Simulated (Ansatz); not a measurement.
## Li2S, one cell by several methods

```
Li S
1.0
     0.00000    2.85400    2.85400
     2.85400    0.00000    2.85400
     2.85400    2.85400    0.00000
Li S
2 1
Direct
  0.25000 0.25000 0.25000
  0.75000 0.75000 0.75000
  0.00000 0.00000 0.00000
```

Atom numbers follow the list: Li1, Li2, S3.

The geometry is COD entry 1010874, unchecked; take it as a test cell.

All numbers are computed: DFT, LDA, PAW with Ansatz's default frozen-core files, scalar-relativistic (Ansatz 0.2.0); DFT, LDA, all-electron PAW with datasets made for the crystal, scalar-relativistic (Ansatz 0.2.0); DFT, LDA, all-electron LAPW, scalar-relativistic (Ansatz 0.2.0).

For PAW: a Γ-centred 7×7×7 k mesh, Fermi–Dirac smearing of 0.02 eV, cutoff 420 eV, no spin polarisation; the PAW files were made with PBE, and the program remakes their frozen cores for this functional. The crystal-made all-electron datasets (AE datasets) take a cutoff of 200 eV at this cell. LAPW targets a basis error of 1 meV/atom. The Ansatz runs share mesh, smearing and spin set-up. Plane-wave (PAW) pressures include the program's estimate of the Pulay term.

Stress and pressure are positive in compression.

Levels count from the top of the valence band.

```tsv
quantity	PAW	AE datasets	LAPW
pressure (GPa)	-2.99	-2.97	-2.97
band gap (eV)	3.172	3.173	3.173
highest filled level at U (eV)	-1.176	-1.176	-1.176
lowest empty level at U (eV)	4.388	4.389	4.389
highest filled level at X (eV)	-1.452	-1.451	-1.451
lowest empty level at X (eV)	3.172	3.173	3.173
highest filled level at Γ (eV)	0.000	0.000	0.000
lowest empty level at Γ (eV)	4.027	4.026	4.026
```

PAW's pressure differs from the LAPW value by -0.02 GPa. Datasets made for the crystal and LAPW share parts of one code, so their agreement isn't an independent check.
